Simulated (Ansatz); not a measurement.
KCl: frozen-core PAW against all-electron methods

```
CELL_PARAMETERS angstrom
3.68851 0.00000 0.00000
0.00000 3.68851 0.00000
0.00000 0.00000 3.63400
ATOMIC_POSITIONS crystal
K 0.00000 0.00000 0.00000
Cl 0.50000 0.50000 0.50000
```

Atom numbers follow the list: K1, Cl2.

The cell is COD entry 1000050, as deposited and not checked against the literature; nothing was relaxed. The listed cell was then made from it by scaling, straining or moving an atom.

Methods: DFT, PBE, PAW with Ansatz's default frozen-core files, scalar-relativistic (Ansatz 0.2.0); DFT, PBE, all-electron LAPW, scalar-relativistic (Ansatz 0.2.0).

For PAW: a Γ-centred 7×7×7 k mesh, Fermi–Dirac smearing of 0.01 eV, cutoff 420 eV, no spin polarisation. LAPW targets a basis error of 1 meV/atom. The Ansatz runs share mesh, smearing and spin set-up. Plane-wave (PAW) pressures include the program's estimate of the Pulay term.

Stress and pressure are positive in compression.

The change that made this cell: x and y strained by +1.5 %, z held.

PAW results:

| quantity | PAW |
| --- | --- |
| pressure (GPa) | 3.39 |
| stress xx (GPa) | 3.14 |
| stress zz (GPa) | 3.89 |
| band gap (eV) | 5.396 |

(1) What does all-electron LAPW give for the same quantities?

## Answers

(1) 
| quantity | LAPW |
| --- | --- |
| pressure (GPa) | 3.39 |
| stress xx (GPa) | 3.14 |
| stress zz (GPa) | 3.90 |
| band gap (eV) | 5.395 |
